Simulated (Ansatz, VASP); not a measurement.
## Zn: VASP beside Ansatz

The input POSCAR:

```
Zn
1.0
    0.0000000000      1.9647760000      1.9647760000
    1.9647760000      0.0000000000      1.9647760000
    1.9647760000      1.9647760000      0.0000000000
Zn
1
Direct
    0.0000000000      0.0000000000      0.0000000000
```

INCAR.step1

```
SYSTEM = Zn
PREC = Accurate
ENCUT = 520
ISMEAR = 0
SIGMA = 0.15
LREAL = .FALSE.
LASPH = .TRUE.
NELM = 100
NBANDS = 12
GGA = PE
ALGO = Normal
EDIFF = 1E-4
LWAVE = .TRUE.
LCHARG = .FALSE.
```

INCAR.step2

```
SYSTEM = Zn
PREC = Accurate
ENCUT = 520
EDIFF = 1E-6
ISMEAR = 0
SIGMA = 0.15
LREAL = .FALSE.
LASPH = .TRUE.
NELM = 100
ALGO = Normal
ISIF = 2
LWAVE = .FALSE.
LCHARG = .FALSE.
METAGGA = R2SCAN
LMIXTAU = .TRUE.
NBANDS = 12
ISTART = 1
```

KPOINTS

```
Automatic mesh
0
G
  22 22 22
  0 0 0
```

Input for Ansatz:

```yaml
crystal:
  lattice:
    - [0.0, 1.964776, 1.964776]
    - [1.964776, 0.0, 1.964776]
    - [1.964776, 1.964776, 0.0]
  atoms:
    - { symbol: Zn, position: [0.0, 0.0, 0.0] }
basis:
  ecutwfc: 500
kpoints:
  mp_grid: { grid: [22, 22, 22] }
hamiltonian:
  xc: r2scan
scf:
  occupations: { method: gaussian, width: 0.15 }
output:
  forces: true
  stress: true
  eigenvalues: true
```

This isn't the form of Zn at room conditions, which is hcp.

Alike in both runs: task single point; functional r2SCAN; k mesh 22 × 22 × 22; occupations gaussian, width 0.15 eV; no spin polarisation.

|  | VASP | Ansatz |
| --- | --- | --- |
| version | VASP 6.6.1 | Ansatz 0.2.0 |
| potentials or method | VASP PAW PBE potentials, release 64 (Zn) | scalar-relativistic, plane waves, PAW |
| plane-wave cutoff (eV) | 520 | 500 |
| valence electrons in the cell | 12 | 12 |

|  | VASP | Ansatz | Ansatz less VASP |
| --- | --- | --- | --- |
| gap on the k mesh at the Fermi level (eV) | none | none | - |
| pressure (GPa) | -4.1 | -4.4 | -0.26 |

A gap of «none» marks a metal or a gap that the smearing closes.

Caveats: the PAW data sets were made with another functional, which shifts forces and pressure a little (VASP).
